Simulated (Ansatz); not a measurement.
Take InCuS2 in the chalcopyrite structure (space group I-42d, No. 122; a = 5.522 Å, c = 11.130 Å) as the base.

Computed with Ansatz (a program for electronic structure), r2SCAN, PAW, cutoff 500 eV, no spin-orbit coupling.

One change was made to it. Results:

The density rises by 0.11 g/cm³ to 4.86 g/cm³; the band gap goes up by 0.07 eV to 0.43 eV; the valence-band top at Γ (three highest levels, from the VBM) goes from 0.00, -0.02, -0.02 eV to 0.00, -0.01, -0.01 eV.

Problem. Which change produced these results?
(A) pressure 18 GPa
(B) pressure 45 GPa
(C) pressure 1.8 GPa
(D) pressure 4.2 GPa

Solution. C, pressure 1.8 GPa. For comparison, the band gap in the other runs: pressure 4.2 GPa gives 0.52 eV; pressure 18 GPa gives 0.87 eV; pressure 45 GPa gives 1.21 eV.

Load acts through the strain it causes; cell and atoms are relaxed under it. Whether these cells are dynamically stable was not tested. Competing high-pressure phases were not computed. The final runs are not spin-polarised.
